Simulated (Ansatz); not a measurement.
The system is BeTe.

```xyz
2
Lattice="0.0000 2.7700 2.7700 2.7700 0.0000 2.7700 2.7700 2.7700 0.0000" Properties=species:S:1:pos:R:3 pbc="T T T"
Te    4.1550    4.1550    4.1550
Be    0.0000    0.0000    0.0000
```

```yaml
Program: Ansatz 0.2.0
Task: relaxation of cell and atoms
Functional: BLYP
Potentials_or_basis: all-electron LAPW, scalar-relativistic
Basis_error_allowed: 0.001 eV/atom
k_mesh: 8 × 8 × 8
Occupations: fermi-dirac, width 0.05 eV
Spin: no spin polarisation
```

At the start: volume 21.25 Å³/atom.

Q: How do energy, volume and symmetry change on relaxing?

A: Over 5 steps the energy falls by 51.3 meV/atom and the volume is 23.77 Å³/atom (+11.9 %); space group F-43m (No. 216, to 0.05 Å).

Step by step:
```tsv
step	energy change (eV)	largest force (eV/Å)	volume (Å³)
1	0.0000	0.0000	42.51
2	-0.0961	0.0000	48.99
3	-0.1024	0.0000	47.78
4	-0.1026	0.0000	47.55
5	-0.1026	0.0000	47.55
```

Final structure:
```
Te Be
1.0
     0.00000    2.87538    2.87538
     2.87538    0.00000    2.87538
     2.87538    2.87538    0.00000
Te Be
1 1
Cartesian
  4.3131 4.3131 4.3131
  0.0000 0.0000 0.0000
```

Caveat: the volume moved by +12 % from the deposited cell, more than functionals usually miss.
